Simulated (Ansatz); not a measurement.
# Ni: an SCF session

Aim: a converged single point of Ni at the given geometry. The cell (1 atom) is Ni in the measured crystal structure (space group Fm-3m). Source: COD entry 9013002, which need not be the ambient phase.

Program: Ansatz 0.2.0. Level of theory: DFT PBE, PAW, plane waves, scalar-relativistic. These are calculated values, not measurements.

1 further run of the same task is left out (it didn't finish).

## Step 1: Starting point

Symmetry: Fm-3m, No. 225, cubic system. The conventional cell has a = 3.545 Å, b = 3.545 Å, c = 3.545 Å, α = 90.00°, β = 90.00°, γ = 90.00°. Around Ni (site symmetry m-3m) lie 12 Ni at 2.51 Å.

Structure file:

```cif
data_structure
_symmetry_space_group_name_H-M 'P 1'
_symmetry_Int_Tables_number 1
_cell_length_a 2.5066
_cell_length_b 2.5066
_cell_length_c 2.5066
_cell_angle_alpha 60.000
_cell_angle_beta 60.000
_cell_angle_gamma 60.000
_cell_volume 11.14
loop_
_atom_site_label
_atom_site_type_symbol
_atom_site_fract_x
_atom_site_fract_y
_atom_site_fract_z
_atom_site_occupancy
Ni1 Ni 0.00000 0.00000 0.00000 1
```

In tables a label like Ni1 counts atoms in the order of input.yaml; a structure file may count by element.

The search for lower states is off throughout, and inputs that name a mixer don't switch to direct minimisation unless they say so. Spin is collinear, with starting moments Ni1 2.00 μB. β is the mixing step of the charge; the magnetisation has a step of its own, which the program sets unless it is named.

## Step 2: The run

Input file input.yaml:

```yaml
crystal:
  lattice:
    - [0.0, 1.7724, 1.7724]
    - [1.7724, 0.0, 1.7724]
    - [1.7724, 1.7724, 0.0]
  atoms:
    - { symbol: Ni, position: [0.0, 0.0, 0.0], spin: 2.0 }
magnetization:
  spin_polarized: true
hamiltonian:
  xc: pbe
  pseudopotentials: { kind: paw }
basis:
  ecutwfc: 420
kpoints:
  mp_grid: { grid: [12, 12, 12] }
scf:
  occupations: { method: fermi_dirac, width: 0.1 }
  lower_state_search: "off"
  mixing: { betta: 0.3 }
output:
  forces: true
  stress: true
```

Command:

```bash
> ansatz run input.yaml --threads 2 --pin off --max-ram 5120MiB --backend cpu --events-out ev --progress --plain --runs-dir out
```

Output:

```text
Error: YAML parse error: error: line 20 column 13: unknown field `betta`, expected one of algorithm, preconditioner, beta, beta_mag, beta_mag_transverse, tau, ndim, q_tf, eps_inf, rho_ref, vacuum_switching, restart, globalisation, spin_hold, negative_modes
  --> <input>:20:13
   |
18 |   occupations: { method: fermi_dirac, width: 0.1 }
19 |   lower_state_search: "off"
20 |   mixing: { betta: 0.3 }
   |             ^ unknown field `betta`, expected one of algorithm, preconditioner, beta, beta_mag, beta_mag_transverse, tau, ndim, q_tf, eps_inf, rho_ref, vacuum_switching, restart, globalisation, spin_hold, negative_modes
21 | output:
22 |   forces: true
   |
```

It took 0.02 s on 2 threads of Arm Neoverse V2, shared host; peak memory 0.023 GiB.

## Step 3: Reading the log

No iteration ran: the input was refused. Its message: YAML parse error: error: line 20 column 13: unknown field `betta`, expected one of algorithm, preconditioner, beta, beta_mag, beta_mag_transverse, tau, ndim, q_tf, eps_inf, rho_ref, vacuum_switching, restart, globalisation, spin_hold, negative_modes [...] The fault: misspelt key scf.mixing.betta.

The cure: take the faulty line out, which gives the default settings.

## Step 4: Back to the default settings

input.yaml: that of step 2 with these lines changed.

```diff
@@ -19,3 +19,2 @@
   lower_state_search: "off"
-  mixing: { betta: 0.3 }
 output:
@@ -23 +22,5 @@
   stress: true
+  write_density: true
+  write_potential: true
+  elf: true
+  volumetric_format: npy
```

Command:

```bash
> ansatz run input.yaml --threads 2 --pin off --max-ram 5120MiB --backend cpu --events-out ev --progress --plain --runs-dir out
```

Its history (converged in 9 iterations):

```tsv
iteration	Harris–Foulkes energy + 5840 (eV)	largest residual (eV)	M (μB)	∫|m| (μB)
1	0.5320	1.46e+00	0.94	1.04
2	0.4202	9.47e-01	0.85	0.97
3	0.2547	6.99e-03	0.68	0.79
4	0.2518	1.85e-02	0.66	0.77
5	0.2548	1.61e-03	0.66	0.77
6	0.2547	4.64e-05	0.66	0.75
7	0.2547	4.56e-07	0.66	0.75
8	0.2547	2.12e-08	0.66	0.75
9	0.2547	7.34e-10	0.66	0.75
```

Run time: 1.2 s. Hardware: 2 threads of Arm Neoverse V2, shared host; peak memory 0.26 GiB.

The run closes after 9 iterations, ferromagnetic, site moments Ni1 0.70 μB, total 0.66 μB per cell, no gap on the k-mesh.

## Step 5: Results

| quantity | value |
| --- | --- |
| first try | input refused |
| step 4: the default settings | converged in 9 iterations |
| state reached in step 4 | ferromagnetic, site moments Ni1 0.70 μB, total 0.66 μB per cell, no gap on the k-mesh |
| largest force there | 0.000 eV/Å |

What this shows: With the default settings the same cell converges in 9 iterations.
